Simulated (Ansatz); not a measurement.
# Vanadium, diamond under LDA: from relaxation to bulk modulus, part 2 of 2

The plan for vanadium in the diamond structure: relax it, solve it on a dense k-mesh, switch on spin-orbit coupling, then scale the cell to 7 volumes from 88 to 112 % of the relaxed one and try a fit of the equation of state. The k-meshes are 10×10×10 for the relaxation; 17×17×17 for the dense run; 11×11×11 for spin-orbit coupling; 17×17×17 for the volumes.

Ansatz 0.2.0; DFT, LDA (PW92), plane waves (420 eV) with PAW, scalar-relativistic. The steps go on from the part before.

## 4. With spin-orbit coupling

This is V in the diamond structure; at room conditions it is bcc.

input.yaml

```yaml
crystal:
  lattice:
    - [0.0, 2.5508972696, 2.5508972696]
    - [2.5508972696, 0.0, 2.5508972696]
    - [2.5508972696, 2.5508972696, 0.0]
  atoms:
    - { symbol: V, position: [0.125, 0.125, 0.125] }
    - { symbol: V, position: [0.875, 0.875, 0.875] }
hamiltonian:
  xc: lda
  pseudopotentials:
    kind: paw_fr
    azcp:
      V: "pseudopotentials/V.paw.azcp"
basis:
  ecutwfc: 420
  fft_grid_basis: typed
kpoints:
  mp_grid: { grid: [11, 11, 11], shift: [0, 0, 0] }
magnetization:
  noncollinear: true
  spin_orbit: true
scf:
  occupations: { method: fermi_dirac, width: 0.1 }
```

The program printed (excerpt; [...] marks lines left out):

```text
Warning: <dir> the record states the generating functional pbe (its physics header spells it `PBE`), which answers neither for hamiltonian.xc's functional nor for the lda family's — results may be inconsistent (PPs are generated against a specific XC)
Warning: RAYON_NUM_THREADS=2 ignored (pool sized by the plan → 2); use --threads N
[...]
Pseudopotentials: kind: paw_fr
Pseudopotential: V, paw_fr, valence charge 13, recommended cutoff 420 eV (normal), <dir>
Functional definition: SPW92
[...]
non-collinear run that drives no moment, with spin-orbit: no starting moment large enough to seed its density (crystal.atoms[].spin), no starting occupations that ask for one, no magnetisation constraint and no magnetic field, so the semilocal B_xc is pinned to zero
Crystal: 2 atoms, lattice volume = 33.198 Å³
Basis set: ecut = 420 eV, 645 PW (Γ)
Bands: 34, of which v1, the nominal top of the filled ones, is band 26 counted from 1 (25 counted from 0)
Symmetry: 48 space group operations + 48 with time reversal
Magnetic group: BNS 227.129 (UNI 1631), of the structure as read, at distance tolerance 3.2e-5 Å
k-points: 56 of 1331
Projection manifold: j_resolved (fully-relativistic pseudo-atomic orbitals)
[...]
SCF iter   1: F=—  HF=-5716.585806 eV  |F-HF|=—  |Δ(HF+E_count)|=         —  Δρ=4.73e-2  dr2=1.02e0  dr2_m=0.00e0 (ungated)  ethr=3.10e-3  |M|=0.00e0 ∫|m|=0.00e0 μB  |m|>n=0.0e0 m-floor=0.0e0 τ_xc=0.0e0  β_m=0.30  ⟨swp⟩=5.4  Hψ=4371  notcnv=0
[...]
spin=Noncollinear: Kerker preconditioning applied to the charge; magnetization (m_x, m_y, m_z) channels mix plain (no charge-response kernel on spin).
[...]
SCF iter   8: F=-5716.325248 eV  HF=-5716.325248 eV  |F-HF|=4.60e-9  |Δ(HF+E_count)|=   1.42e-7  Δρ=5.56e-6  dr2=7.33e-9  dr2_m=0.00e0 (ungated)  ethr=3.85e-10  |M|=0.00e0 ∫|m|=0.00e0 μB  |m|>n=0.0e0 m-floor=0.0e0 τ_xc=0.0e0  ⟨swp⟩=2.1  Hψ=1927  notcnv=0
[...]
SCF converged after 8 iterations
Magnetization: |M| = 0.0000 μB,  M = (+0.0000, +0.0000, +0.0000) μB
Absolute magnetization: 0.0000 μB (∫|m|)
  site 0: m = (+0.0000, +0.0000, +0.0000) μB, |m| = 0.0000 μB  (R = 0.91 Å)
  site 1: m = (+0.0000, +0.0000, +0.0000) μB, |m| = 0.0000 μB  (R = 0.91 Å)
Free energy (F): -5716.325248 eV
[...]
E sigma→0 (E₀):  -5716.256033 eV
Entropy (-TS):   -0.138430 eV (-69.215 meV/atom)
Fermi energy:    12.587250 eV
[...]
```

It took 4 s on 2 threads of an Arm CPU, shared host; peak memory 0.4 GiB.

With and without spin-orbit coupling:

```
                          scalar-relativistic      with spin-orbit coupling
         k-mesh                      17×17×17                      11×11×11
gap on the mesh  none (levels filled in part)  none (levels filled in part)
```

The meshes differ, so small differences between the columns need not come from spin-orbit coupling.

## 5. Equation of state: 88 %

input.yaml

```yaml
crystal:
  lattice:
    - [0.0, 2.4444839662, 2.4444839662]
    - [2.4444839662, 0.0, 2.4444839662]
    - [2.4444839662, 2.4444839662, 0.0]
  atoms:
    - { symbol: V, position: [0.125, 0.125, 0.125] }
    - { symbol: V, position: [0.875, 0.875, 0.875] }
hamiltonian:
  xc: lda
  pseudopotentials:
    kind: paw
    azcp:
      V: "pseudopotentials/V.paw.azcp"
basis:
  ecutwfc: 420
  fft_grid_basis: typed
kpoints:
  mp_grid: { grid: [17, 17, 17], shift: [0, 0, 0] }
magnetization:
  spin_polarized: false
scf:
  occupations: { method: fermi_dirac, width: 0.1 }
output:
  stress: true
```

The program printed (excerpt; [...] marks lines left out):

```text
Warning: <dir> the record states the generating functional pbe (its physics header spells it `PBE`), which answers neither for hamiltonian.xc's functional nor for the lda family's — results may be inconsistent (PPs are generated against a specific XC)
Warning: RAYON_NUM_THREADS=2 ignored (pool sized by the plan → 2); use --threads N
[...]
Pseudopotentials: kind: paw
Pseudopotential: V, paw, valence charge 13, recommended cutoff 420 eV (normal), <dir>
Functional definition: SPW92
[...]
Crystal: 2 atoms, lattice volume = 29.214 Å³
Basis set: ecut = 420 eV, 537 PW (Γ)
Bands: 17, of which v1, the nominal top of the filled ones, is band 13 counted from 1 (12 counted from 0)
Symmetry: 48 space group operations
Space group: Fd-3m (ITA 227), of the structure as read, at distance tolerance 3.1e-5 Å
k-points: 165 of 4913
[...]
SCF iter   1: F=—  HF=-5716.012274 eV  |F-HF|=—  |Δ(HF+E_count)|=         —  Δρ=1.47e-2  dr2=2.38e-2  ethr=1.77e-3  ⟨swp⟩=3.2  Hψ=11185  notcnv=0
[...]
SCF iter   6: F=-5716.006277 eV  HF=-5716.006277 eV  |F-HF|=5.72e-10  |Δ(HF+E_count)|=   7.69e-8  Δρ=6.13e-6  dr2=8.98e-9  ethr=3.85e-10  ⟨swp⟩=3.3  Hψ=8027  notcnv=0
[...]
SCF converged after 6 iterations
Free energy (F): -5716.006277 eV
[...]
E sigma→0 (E₀):  -5715.945469 eV
Entropy (-TS):   -0.121615 eV (-60.808 meV/atom)
Fermi energy:    14.820527 eV
[...]
--- Stress (GPa, compression-positive) ---
       12.964961      -0.000000      -0.000000
       -0.000000      12.964961       0.000000
       -0.000000       0.000000      12.964961
  P = ⅓ Tr σ = 12.9650 GPa (129.650 kbar)
```

Run time: 1.7 s. Hardware: 2 threads of an Arm CPU, shared host; peak memory 0.34 GiB.

## 6. Equation of state: 92 %

input.yaml, as its differences from that of step 5:

```diff
@@ -2,5 +2,5 @@
   lattice:
-    - [0.0, 2.4444839662, 2.4444839662]
-    - [2.4444839662, 0.0, 2.4444839662]
-    - [2.4444839662, 2.4444839662, 0.0]
+    - [0.0, 2.4809741813, 2.4809741813]
+    - [2.4809741813, 0.0, 2.4809741813]
+    - [2.4809741813, 2.4809741813, 0.0]
   atoms:
```

The program printed (excerpt; [...] marks lines left out):

```text
Warning: <dir> the record states the generating functional pbe (its physics header spells it `PBE`), which answers neither for hamiltonian.xc's functional nor for the lda family's — results may be inconsistent (PPs are generated against a specific XC)
Warning: RAYON_NUM_THREADS=2 ignored (pool sized by the plan → 2); use --threads N
[...]
Pseudopotentials: kind: paw
Pseudopotential: V, paw, valence charge 13, recommended cutoff 420 eV (normal), <dir>
Functional definition: SPW92
[...]
Crystal: 2 atoms, lattice volume = 30.542 Å³
Basis set: ecut = 420 eV, 609 PW (Γ)
Bands: 17, of which v1, the nominal top of the filled ones, is band 13 counted from 1 (12 counted from 0)
Symmetry: 48 space group operations
Space group: Fd-3m (ITA 227), of the structure as read, at distance tolerance 3.1e-5 Å
k-points: 165 of 4913
[...]
SCF iter   1: F=—  HF=-5716.098004 eV  |F-HF|=—  |Δ(HF+E_count)|=         —  Δρ=1.47e-2  dr2=2.89e-2  ethr=1.77e-3  ⟨swp⟩=3.2  Hψ=11195  notcnv=0
[...]
SCF iter   6: F=-5716.091661 eV  HF=-5716.091661 eV  |F-HF|=3.43e-9  |Δ(HF+E_count)|=   7.25e-8  Δρ=9.42e-6  dr2=3.48e-8  ethr=3.85e-10  ⟨swp⟩=2.9  Hψ=9411  notcnv=0
[...]
SCF converged after 6 iterations
Free energy (F): -5716.091661 eV
[...]
E sigma→0 (E₀):  -5716.028632 eV
Entropy (-TS):   -0.126058 eV (-63.029 meV/atom)
Fermi energy:    14.010395 eV
[...]
--- Stress (GPa, compression-positive) ---
        7.801884       0.000000       0.000000
        0.000000       7.801884       0.000000
        0.000000      -0.000000       7.801884
  P = ⅓ Tr σ = 7.8019 GPa (78.019 kbar)
```

It took 1.9 s on 2 threads of an Arm CPU, shared host; peak memory 0.34 GiB.

## 7. Equation of state: 96 %

input.yaml, as its differences from that of step 6:

```diff
@@ -2,5 +2,5 @@
   lattice:
-    - [0.0, 2.4809741813, 2.4809741813]
-    - [2.4809741813, 0.0, 2.4809741813]
-    - [2.4809741813, 2.4809741813, 0.0]
+    - [0.0, 2.5164214587, 2.5164214587]
+    - [2.5164214587, 0.0, 2.5164214587]
+    - [2.5164214587, 2.5164214587, 0.0]
   atoms:
```

The program printed (excerpt; [...] marks lines left out):

```text
Warning: <dir> the record states the generating functional pbe (its physics header spells it `PBE`), which answers neither for hamiltonian.xc's functional nor for the lda family's — results may be inconsistent (PPs are generated against a specific XC)
Warning: RAYON_NUM_THREADS=2 ignored (pool sized by the plan → 2); use --threads N
[...]
Pseudopotentials: kind: paw
Pseudopotential: V, paw, valence charge 13, recommended cutoff 420 eV (normal), <dir>
Functional definition: SPW92
[...]
Crystal: 2 atoms, lattice volume = 31.870 Å³
Basis set: ecut = 420 eV, 609 PW (Γ)
Bands: 17, of which v1, the nominal top of the filled ones, is band 13 counted from 1 (12 counted from 0)
Symmetry: 48 space group operations
Space group: Fd-3m (ITA 227), of the structure as read, at distance tolerance 3.2e-5 Å
k-points: 165 of 4913
[...]
SCF iter   1: F=—  HF=-5716.144420 eV  |F-HF|=—  |Δ(HF+E_count)|=         —  Δρ=1.44e-2  dr2=3.19e-2  ethr=1.77e-3  ⟨swp⟩=3.2  Hψ=11218  notcnv=0
[...]
SCF iter   6: F=-5716.137992 eV  HF=-5716.137992 eV  |F-HF|=1.55e-8  |Δ(HF+E_count)|=   2.00e-7  Δρ=1.02e-5  dr2=2.64e-8  ethr=3.85e-10  ⟨swp⟩=2.7  Hψ=9439  notcnv=0
[...]
SCF converged after 6 iterations
Free energy (F): -5716.137992 eV
[...]
E sigma→0 (E₀):  -5716.072302 eV
Entropy (-TS):   -0.131379 eV (-65.690 meV/atom)
Fermi energy:    13.268833 eV
[...]
--- Stress (GPa, compression-positive) ---
        3.515345      -0.000000       0.000000
       -0.000000       3.515345       0.000000
        0.000000       0.000000       3.515345
  P = ⅓ Tr σ = 3.5153 GPa (35.153 kbar)
```

It took 1.9 s on 2 threads of an Arm CPU, shared host; peak memory 0.34 GiB.

## 8. Equation of state: 100 %

input.yaml, as its differences from that of step 7:

```diff
@@ -2,5 +2,5 @@
   lattice:
-    - [0.0, 2.5164214587, 2.5164214587]
-    - [2.5164214587, 0.0, 2.5164214587]
-    - [2.5164214587, 2.5164214587, 0.0]
+    - [0.0, 2.5508972696, 2.5508972696]
+    - [2.5508972696, 0.0, 2.5508972696]
+    - [2.5508972696, 2.5508972696, 0.0]
   atoms:
```

The program printed (excerpt; [...] marks lines left out):

```text
Warning: <dir> the record states the generating functional pbe (its physics header spells it `PBE`), which answers neither for hamiltonian.xc's functional nor for the lda family's — results may be inconsistent (PPs are generated against a specific XC)
Warning: RAYON_NUM_THREADS=2 ignored (pool sized by the plan → 2); use --threads N
[...]
Pseudopotentials: kind: paw
Pseudopotential: V, paw, valence charge 13, recommended cutoff 420 eV (normal), <dir>
Functional definition: SPW92
[...]
Crystal: 2 atoms, lattice volume = 33.198 Å³
Basis set: ecut = 420 eV, 645 PW (Γ)
Bands: 17, of which v1, the nominal top of the filled ones, is band 13 counted from 1 (12 counted from 0)
Symmetry: 48 space group operations
Space group: Fd-3m (ITA 227), of the structure as read, at distance tolerance 3.2e-5 Å
k-points: 165 of 4913
[...]
SCF iter   1: F=—  HF=-5716.158021 eV  |F-HF|=—  |Δ(HF+E_count)|=         —  Δρ=1.39e-2  dr2=3.27e-2  ethr=1.77e-3  ⟨swp⟩=3.2  Hψ=11197  notcnv=0
[...]
SCF iter   6: F=-5716.151956 eV  HF=-5716.151956 eV  |F-HF|=2.37e-8  |Δ(HF+E_count)|=   2.59e-7  Δρ=1.17e-5  dr2=2.92e-8  ethr=3.85e-10  ⟨swp⟩=2.7  Hψ=9626  notcnv=0
[...]
SCF converged after 6 iterations
Free energy (F): -5716.151956 eV
[...]
E sigma→0 (E₀):  -5716.082957 eV
Entropy (-TS):   -0.137998 eV (-68.999 meV/atom)
Fermi energy:    12.586353 eV
[...]
--- Stress (GPa, compression-positive) ---
       -0.032487       0.000000      -0.000000
        0.000000      -0.032487      -0.000000
        0.000000       0.000000      -0.032487
  P = ⅓ Tr σ = -0.0325 GPa (-0.325 kbar)
```

It took 2 s on 2 threads of an Arm CPU, shared host; peak memory 0.35 GiB.

## 9. Equation of state: 104 %

input.yaml, as its differences from that of step 8:

```diff
@@ -2,5 +2,5 @@
   lattice:
-    - [0.0, 2.5508972696, 2.5508972696]
-    - [2.5508972696, 0.0, 2.5508972696]
-    - [2.5508972696, 2.5508972696, 0.0]
+    - [0.0, 2.5844655569, 2.5844655569]
+    - [2.5844655569, 0.0, 2.5844655569]
+    - [2.5844655569, 2.5844655569, 0.0]
   atoms:
```

The program printed (excerpt; [...] marks lines left out):

```text
Warning: <dir> the record states the generating functional pbe (its physics header spells it `PBE`), which answers neither for hamiltonian.xc's functional nor for the lda family's — results may be inconsistent (PPs are generated against a specific XC)
Warning: RAYON_NUM_THREADS=2 ignored (pool sized by the plan → 2); use --threads N
[...]
Pseudopotentials: kind: paw
Pseudopotential: V, paw, valence charge 13, recommended cutoff 420 eV (normal), <dir>
Functional definition: SPW92
[...]
Crystal: 2 atoms, lattice volume = 34.526 Å³
Basis set: ecut = 420 eV, 645 PW (Γ)
Bands: 17, of which v1, the nominal top of the filled ones, is band 13 counted from 1 (12 counted from 0)
Symmetry: 48 space group operations
Space group: Fd-3m (ITA 227), of the structure as read, at distance tolerance 3.3e-5 Å
k-points: 165 of 4913
[...]
SCF iter   1: F=—  HF=-5716.144591 eV  |F-HF|=—  |Δ(HF+E_count)|=         —  Δρ=1.34e-2  dr2=3.27e-2  ethr=1.77e-3  ⟨swp⟩=3.2  Hψ=11210  notcnv=0
[...]
SCF iter   6: F=-5716.139093 eV  HF=-5716.139093 eV  |F-HF|=2.93e-8  |Δ(HF+E_count)|=   2.77e-7  Δρ=1.28e-5  dr2=3.52e-8  ethr=3.85e-10  ⟨swp⟩=3.0  Hψ=10152  notcnv=0
[...]
SCF converged after 6 iterations
Free energy (F): -5716.139093 eV
[...]
E sigma→0 (E₀):  -5716.066186 eV
Entropy (-TS):   -0.145814 eV (-72.907 meV/atom)
Fermi energy:    11.955948 eV
[...]
--- Stress (GPa, compression-positive) ---
       -2.977517       0.000000       0.000000
        0.000000      -2.977517      -0.000000
        0.000000      -0.000000      -2.977517
  P = ⅓ Tr σ = -2.9775 GPa (-29.775 kbar)
```

Wall time 2 s (2 threads of an Arm CPU, shared host); peak memory 0.35 GiB.

## 10. Equation of state: 108 %

input.yaml, as its differences from that of step 9:

```diff
@@ -2,5 +2,5 @@
   lattice:
-    - [0.0, 2.5844655569, 2.5844655569]
-    - [2.5844655569, 0.0, 2.5844655569]
-    - [2.5844655569, 2.5844655569, 0.0]
+    - [0.0, 2.6171837841, 2.6171837841]
+    - [2.6171837841, 0.0, 2.6171837841]
+    - [2.6171837841, 2.6171837841, 0.0]
   atoms:
```

The program printed (excerpt; [...] marks lines left out):

```text
Warning: <dir> the record states the generating functional pbe (its physics header spells it `PBE`), which answers neither for hamiltonian.xc's functional nor for the lda family's — results may be inconsistent (PPs are generated against a specific XC)
Warning: RAYON_NUM_THREADS=2 ignored (pool sized by the plan → 2); use --threads N
[...]
Pseudopotentials: kind: paw
Pseudopotential: V, paw, valence charge 13, recommended cutoff 420 eV (normal), <dir>
Functional definition: SPW92
[...]
Crystal: 2 atoms, lattice volume = 35.854 Å³
Basis set: ecut = 420 eV, 725 PW (Γ)
Bands: 17, of which v1, the nominal top of the filled ones, is band 13 counted from 1 (12 counted from 0)
Symmetry: 48 space group operations
Space group: Fd-3m (ITA 227), of the structure as read, at distance tolerance 3.3e-5 Å
k-points: 165 of 4913
[...]
SCF iter   1: F=—  HF=-5716.108947 eV  |F-HF|=—  |Δ(HF+E_count)|=         —  Δρ=1.29e-2  dr2=3.22e-2  ethr=1.77e-3  ⟨swp⟩=3.2  Hψ=11187  notcnv=0
[...]
SCF iter   6: F=-5716.103983 eV  HF=-5716.103983 eV  |F-HF|=3.29e-8  |Δ(HF+E_count)|=   2.85e-7  Δρ=1.36e-5  dr2=4.04e-8  ethr=3.85e-10  ⟨swp⟩=3.0  Hψ=10417  notcnv=0
[...]
SCF converged after 6 iterations
Free energy (F): -5716.103983 eV
[...]
E sigma→0 (E₀):  -5716.026523 eV
Entropy (-TS):   -0.154920 eV (-77.460 meV/atom)
Fermi energy:    11.371315 eV
[...]
--- Stress (GPa, compression-positive) ---
       -5.413927      -0.000000       0.000000
       -0.000000      -5.413927       0.000000
       -0.000000       0.000000      -5.413927
  P = ⅓ Tr σ = -5.4139 GPa (-54.139 kbar)
```

It took 2.4 s on 2 threads of an Arm CPU, shared host; peak memory 0.35 GiB.

## 11. Equation of state: 112 %

input.yaml, as its differences from that of step 10:

```diff
@@ -2,5 +2,5 @@
   lattice:
-    - [0.0, 2.6171837841, 2.6171837841]
-    - [2.6171837841, 0.0, 2.6171837841]
-    - [2.6171837841, 2.6171837841, 0.0]
+    - [0.0, 2.6491038054, 2.6491038054]
+    - [2.6491038054, 0.0, 2.6491038054]
+    - [2.6491038054, 2.6491038054, 0.0]
   atoms:
```

The program printed (excerpt; [...] marks lines left out):

```text
Warning: <dir> the record states the generating functional pbe (its physics header spells it `PBE`), which answers neither for hamiltonian.xc's functional nor for the lda family's — results may be inconsistent (PPs are generated against a specific XC)
Warning: RAYON_NUM_THREADS=2 ignored (pool sized by the plan → 2); use --threads N
[...]
Pseudopotentials: kind: paw
Pseudopotential: V, paw, valence charge 13, recommended cutoff 420 eV (normal), <dir>
Functional definition: SPW92
[...]
Crystal: 2 atoms, lattice volume = 37.182 Å³
Basis set: ecut = 420 eV, 725 PW (Γ)
Bands: 17, of which v1, the nominal top of the filled ones, is band 13 counted from 1 (12 counted from 0)
Symmetry: 48 space group operations
Space group: Fd-3m (ITA 227), of the structure as read, at distance tolerance 3.3e-5 Å
k-points: 165 of 4913
[...]
SCF iter   1: F=—  HF=-5716.054940 eV  |F-HF|=—  |Δ(HF+E_count)|=         —  Δρ=1.22e-2  dr2=3.14e-2  ethr=1.77e-3  ⟨swp⟩=3.2  Hψ=11181  notcnv=0
[...]
SCF iter   6: F=-5716.050527 eV  HF=-5716.050527 eV  |F-HF|=3.49e-8  |Δ(HF+E_count)|=   2.80e-7  Δρ=1.38e-5  dr2=4.41e-8  ethr=3.85e-10  ⟨swp⟩=3.0  Hψ=10586  notcnv=0
[...]
SCF converged after 6 iterations
Free energy (F): -5716.050527 eV
[...]
E sigma→0 (E₀):  -5715.968067 eV
Entropy (-TS):   -0.164920 eV (-82.460 meV/atom)
Fermi energy:    10.827034 eV
[...]
--- Stress (GPa, compression-positive) ---
       -7.418941      -0.000000      -0.000000
        0.000000      -7.418941      -0.000000
        0.000000      -0.000000      -7.418941
  P = ⅓ Tr σ = -7.4189 GPa (-74.189 kbar)
```

It took 2.5 s on 2 threads of an Arm CPU, shared host; peak memory 0.36 GiB.

## 12. The equation of state

The cell was scaled evenly, with its shape and the fractional positions fixed.

```
V (Å³/atom)  E − E₀ (meV/atom)  P from the stress (GPa)  P from the fit (GPa)
     14.607               68.9                    12.96                 12.75
     15.271               27.3                     7.80                  7.50
     15.935                5.4                     3.52                  3.15
     16.599                0.1                    -0.03                 -0.47
     17.263                8.5                    -2.98                 -3.48
     17.927               28.3                    -5.41                 -5.99
     18.591               57.6                    -7.42                 -8.08
```

Fit (Birch-Murnaghan, third order): V₀ = 16.506 Å³/atom, B₀ = 84 GPa, B₀′ = 3.6, largest residual 0.04 meV/atom.

The fit is made to E(σ → 0), while the stress belongs to the free energy F; that is one source of the offset between the two pressures.

## 13. What came out

What follows sums up all 2 parts.

```
                      quantity                         value
space group (spins left aside)               Fd-3m (No. 227)
             conventional cell                   a = 5.102 Å
                        volume                16.599 Å³/atom
             shortest distance                       2.209 Å
               gap on the mesh  none (levels filled in part)
               relative to bcc                +2417 meV/atom
                   V₀, B₀, B₀′   16.506 Å³/atom, 84 GPa, 3.6
```

The relaxation shrank the cell by 11.1 % in volume. Against the reference form of vanadium (bcc, computed apart with the same settings) it stands 2417 meV/atom higher, so it is far from stable. Levels at the Fermi energy are filled in part, as in a metal. The total energy of the spin-orbit run (on a coarser mesh) lies -87 meV/atom from the scalar one; mesh and treatment of the core enter this figure, so it is no spin-orbit energy. B₀ comes out at 84 GPa. The symmetry was held, so the structure may be unstable against distortions that break it.
